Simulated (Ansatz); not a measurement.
A plane-wave DFT run in Ansatz 0.2.0 (scalar-relativistic PAW potentials unless the input names others): input and command.

```yaml
crystal:
  lattice:
    - [2.11004515, 0.0, 0.0]
    - [-1.05502257, 1.75706991, 0.0]
    - [0.0, 0.0, 1.97932833]
  atoms:
    - { symbol: W, position: [0.0, 0.0, 0.0] }
    - { symbol: C, position: [0.6666666667, 0.3333333333, 0.5] }
basis:
  ecutwfc: 420
kpoints:
  mp_grid: { grid: [24, 24, 22] }
hamiltonian:
  xc: pbesol
scf:
  occupations: { method: gaussian, width: 0.15 }
  max_iter: 100
output:
  forces: true
  eigenvalues: true
  stress: true
```

```bash
ansatz run input.yaml --threads 1 --pin off --max-ram 2560MiB --backend cpu --events-out ev --progress --plain --runs-dir out
```

Abridged log:
```
Pseudopotentials: kind: paw
Pseudopotential: W, paw, valence charge 14, recommended cutoff 420 eV (normal)
Pseudopotential: C, paw, valence charge 4, recommended cutoff 420 eV (normal)
Functional definition: PBEsol
Crystal: 2 atoms, lattice volume = 7.338 Å³
Basis set: ecut = 420 eV, 149 PW (Γ), exchange–correlation on 30×30×30 points (8 copies of the dense FFT grid, shifted against one another)
Bands: 13, of which v1, the nominal top of the filled ones, is band 9 counted from 1 (8 counted from 0)
Symmetry: 4 space group operations
Space group: Amm2 (ITA 38), of the structure as read, at distance tolerance 1.9e-5 Å
k-points: 1884 of 12672 (time reversal used)
Initial density: superposition of atomic densities (neutral atoms: chi_scale 0, normalization atom), corrected by the library's trained network
Initial wavefunctions: pseudopotential atomic-orbital guess
Functional: x = pbesol(κ = 0.804, μ = 0.12345679), c = pbesol(β = 0.046)
SCF iter   1: F=—  HF=-10454.205727 eV  |F-HF|=—  |Δ(HF+E_count)|=         —  Δρ=6.10e-1  dr2=1.22e1  ethr=1.77e-3  ⟨swp⟩=5.2  Hψ=143413  notcnv=0
SCF iter   2: F=—  HF=-10448.060388 eV  |F-HF|=—  |Δ(HF+E_count)|=    6.15e0  Δρ=2.23e-1  dr2=1.23e0  ethr=1.77e-3  ⟨swp⟩=3.5  Hψ=72538  notcnv=0  defer=269
SCF iter   3: F=—  HF=-10447.585334 eV  |F-HF|=—  |Δ(HF+E_count)|=   4.75e-1  Δρ=2.98e-2  dr2=1.81e-2  ethr=1.77e-3  ⟨swp⟩=3.0  Hψ=57947  notcnv=0  defer=272
SCF iter   4: F=—  HF=-10447.596422 eV  |F-HF|=—  |Δ(HF+E_count)|=   1.11e-2  Δρ=8.15e-3  dr2=3.33e-3  ethr=1.00e-4  ⟨swp⟩=2.2  Hψ=44082  notcnv=0  defer=269
SCF iter   5: F=—  HF=-10447.595193 eV  |F-HF|=—  |Δ(HF+E_count)|=   1.23e-3  Δρ=1.50e-3  dr2=1.20e-4  ethr=1.85e-5  ⟨swp⟩=2.0  Hψ=34271  notcnv=0  defer=269
SCF iter   6: F=—  HF=-10447.595161 eV  |F-HF|=—  |Δ(HF+E_count)|=   3.17e-5  Δρ=2.06e-4  dr2=1.95e-6  ethr=6.65e-7  ⟨swp⟩=2.3  Hψ=34348  notcnv=0  defer=269
SCF iter   7: F=—  HF=-10447.595161 eV  |F-HF|=—  |Δ(HF+E_count)|=   4.44e-7  Δρ=1.62e-5  dr2=8.21e-9  ethr=5.56e-10  ⟨swp⟩=9.0  Hψ=152248  notcnv=0
SCF iter   8: F=-10447.595161 eV  HF=-10447.595161 eV  |F-HF|=1.82e-10  |Δ(HF+E_count)|=  4.95e-10  Δρ=3.46e-6  dr2=3.29e-10  ethr=4.56e-11  ⟨swp⟩=2.2  Hψ=85526  notcnv=0
SCF 1 converged in 8 iterations: F = -10447.595161 eV  dr2 = 3.29e-10
SCF converged after 8 iterations
Free energy (F): -10447.595161 eV
Harris-Foulkes:  -10447.595161 eV  (|F-HF|=1.82e-10)
Internal energy: -10447.592073 eV  (E = F + TS)
E sigma→0 (E₀):  -10447.593617 eV
Entropy (-TS):   -0.003088 eV (-1.544 meV/atom)
Fermi energy:    62.401818 eV
--- Forces (eV/Å), atoms counted from 1 ---
  atom   1  W      0.00000001     4.74573274     0.00000000
  atom   2  C     -0.00000001    -4.74575620     0.00000000
--- Stress (GPa, compression-positive) ---
     2902.684717       0.000000       0.000000
        0.000000    3052.823379       0.000000
        0.000000       0.000000    3407.145534
  P = ⅓ Tr σ = 3120.8845 GPa (31208.845 kbar)
```

Task: The run was meant for a cell not far from equilibrium. What should be changed?

Result: The fault is a lattice far too small (lattice vectors times 0.700). Setting it back cures it. The run converged all the same, with an energy at zero smearing 28.0 eV/atom above the reference's, pressure 3120.88 GPa, largest force 4.746 eV/Å, no gap on the mesh, so convergence alone doesn't show that an input is right. A reference run of the cell with lattice vectors 3.0144 0.0000 0.0000; -1.5072 2.5101 0.0000; 0.0000 0.0000 2.8276 Å and the atoms in their places converged with pressure -13.59 GPa, largest force 0.180 eV/Å, no gap on the mesh.

Time: 29 s on 1 thread of Arm Neoverse V2 (shared host), peak memory 0.55 GiB.